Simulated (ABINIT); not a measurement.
Set up this calculation in ABINIT 10.8.3 (patched build), as the native input.

- Task: relaxation of cell and atoms
- Functional: PBEsol
- Potentials or basis: JTH PAW PBE v2.0
- Cutoff: 463 eV
- k mesh: 8 × 7 × 6
- Occupations: fermi-dirac, width 0.05 eV
- Spin: no spin polarisation
- Cell freedom (optcell): 2
- Cutoff smearing ecutsm (Ha): 0.5
- Optimiser (ionmov): 2
- Force stop (Ha/bohr): 5e-05
- Fine-grid cutoff: 925.187 eV

Ga:

```xyz
2
Lattice="2.7784 0.0000 0.0000 0.0000 3.2816 0.0000 -1.3434 0.0000 3.9903" Properties=species:S:1:pos:R:3 pbc="T T T"
Ga   -0.6607    2.4612    3.0732
Ga    2.0957    0.8204    0.9171
```

This isn't the form of Ga at room conditions, which is orthorhombic.

These files were run (other wordings do the same):

run.abi

```
pp_dirpath "./"
pseudos "Ga.GGA_PBE-JTH.xml"

acell 3*1.0 Angstrom
rprim
     2.7784220849     0.0000000000     0.0000000000
     0.0000000000     3.2816087900     0.0000000000
    -1.3434310986     0.0000000000     3.9902731763
ntypat 1
znucl 31
natom 2
typat 1 1
xred
     0.1345962700     0.7500000000     0.7701668300
     0.8654037300     0.2500000000     0.2298331700
chkprim 0
chksymtnons 0
tolsym 1.0e-6

ecut 462.593566 eV
pawecutdg 34.0
pawxcdev 0

kptopt 1
ngkpt 8 7 6
nshiftk 1
shiftk 0.0 0.0 0.0

ixc -116133

nband 17
occopt 3
tsmear 0.05 eV

nstep 100
tolvrs 1.0e-9

iomode 3
prtwf 0
prtden 0
prteig 0
prtebands 0
enunit 2

ionmov 2
ntime 60
tolmxf 5.0e-5
optcell 2
dilatmx 1.08
ecutsm 0.5
```

Potentials or basis: JTH PAW PBE v2.0.

Command:

```sh
$ abinit run.abi > log 2>&1
```

Results of the run:

The relaxed volume is 17.96 Å³/atom, the relaxed cell is a = 2.712 Å, b = 3.383 Å, c = 4.130 Å, α = 90.00°, β = 108.55°, γ = 90.00° and the space group after relaxing (to 0.05 Å) is P2_1/m (No. 11). The energy gained by relaxing is 8.1 meV/atom and the ionic steps are 37. The pressure after relaxing is 0.0 GPa. The band gap on the k mesh is none (metal or under the smearing width) and the valence electrons inside the program's atomic spheres are Ga 11.02 (radii [1.1132] Å).

Caveat: the PAW data sets were made with another functional, which shifts forces and pressure a little.

Wall time 20 min on 1 thread of Arm Neoverse V2, on a shared host, peak memory 0.15 GiB.
